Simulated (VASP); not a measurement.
## CdS: single point with PBE

Crystal: CdS.

```xyz
2
Lattice="0.0000 2.8308 2.6044 2.8308 0.0000 2.6044 2.8308 2.8308 0.0000" Properties=species:S:1:pos:R:3 pbc="T T T"
Cd    0.0000    0.0000    0.0000
S     2.8308    2.8308    2.6044
```

Measurements of this composition are mostly on another form, of space group No. 186.

| Quantity | Value |
| --- | --- |
| Program | VASP 6.6.1 |
| Task | single point |
| Functional | PBE |
| Potentials or basis | VASP PAW PBE potentials, release 64 (Cd, S) |
| Cutoff | 520 eV |
| k mesh | 12 × 12 × 12 |
| Occupations | gaussian, width 0.03 eV |
| Spin | no spin polarisation |
| Dipole correction | no |
| Further INCAR settings | ALGO = Fast; EDIFF = 1e-07; NBANDS = 16 |

```json
{"Pressure": "0.9 GPa", "Band gap on the k mesh": "none (metal or under the smearing width)"}
```

Stress tensor (GPa, compression positive):
```
-1.27  0.00  0.00
 0.00 -1.27  0.00
 0.00  0.00  5.38
```

Levels at points of the mesh, in eV from the Fermi level:
| k point | band 5 | band 6 | band 7 | band 8 | band 9 | band 10 | band 11 | band 12 | band 13 | band 14 |
| --- | --- | --- | --- | --- | --- | --- | --- | --- | --- | --- |
| (0.00, 0.00, 0.00) | -7.77 | -7.71 | -1.25 | -0.74 | -0.74 | 0.71 | 8.96 | 8.96 | 9.37 | 10.42 |
| (0.50, 0.00, 0.00) | -7.60 | -7.56 | -4.93 | -0.37 | -0.01 | 3.29 | 5.35 | 6.27 | 6.61 | 12.00 |
| (0.50, 0.50, 0.00) | -7.53 | -6.72 | -4.32 | -2.42 | -2.42 | -0.10 | 5.60 | 10.05 | 10.62 | 10.62 |
| (0.50, 0.00, 0.50) | -7.51 | -6.90 | -4.29 | -2.54 | -1.78 | 0.24 | 6.09 | 9.27 | 10.17 | 12.12 |

Wall time 3.2 min on 1 thread of Intel(R) Xeon(R) Platinum 8375C CPU @ 2.90GHz (Ice Lake), with other jobs on the host, peak memory 0.24 GiB.
